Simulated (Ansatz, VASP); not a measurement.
Two plane-wave programs on K

File INCAR:

```
SYSTEM = K
PREC = Accurate
ENCUT = 520
EDIFF = 1E-7
ISMEAR = -1
SIGMA = 0.1
LREAL = .FALSE.
LASPH = .TRUE.
NELM = 80
ALGO = Normal
ISIF = 2
LWAVE = .FALSE.
LCHARG = .FALSE.
GGA = RP
NBANDS = 10
```

The input KPOINTS:

```
regular mesh
0
G
  9 9 9
  0 0 0
```

Contents of POSCAR:

```
K
1.0
    0.0000000000      3.4356428743      3.4356428743
    3.4356428743      0.0000000000      3.4356428743
    3.4356428743      3.4356428743      0.0000000000
K
1
Direct
    0.0000000000      0.0000000000      0.0000000000
```

Input for Ansatz:

```yaml
crystal:
  lattice:
    - [0.0, 3.4356428743, 3.4356428743]
    - [3.4356428743, 0.0, 3.4356428743]
    - [3.4356428743, 3.4356428743, 0.0]
  atoms:
    - { symbol: K, position: [0.0, 0.0, 0.0] }
hamiltonian:
  xc: rpbe
  pseudopotentials:
    kind: paw
    azcp:
      K: "pseudopotentials/K.paw.azcp"
basis:
  ecutwfc: 420
  fft_grid_basis: typed
kpoints:
  mp_grid: { grid: [9, 9, 9], shift: [0, 0, 0] }
magnetization:
  spin_polarized: false
scf:
  occupations: { method: fermi_dirac, width: 0.1 }
  lower_state_search: "off"
output:
  stress: true
```

Alike in both runs: task single point; functional RPBE; k mesh 9 × 9 × 9; occupations fermi-dirac, width 0.1 eV; no spin polarisation.

```csv
,VASP,Ansatz
version,VASP 6.6.1,Ansatz 0.2.0
potentials or method,"VASP PAW PBE potentials, release 64 (K_sv)","plane waves (420 eV) with PAW, scalar-relativistic"
plane-wave cutoff (eV),520,420
valence electrons in the cell,9,9
```

|  | VASP | Ansatz | Ansatz less VASP |
| --- | --- | --- | --- |
| pressure (GPa) | 0.0 | 0.0 | +0.01 |

Caveats: the PAW data sets were made with another functional, which shifts forces and pressure a little (VASP).
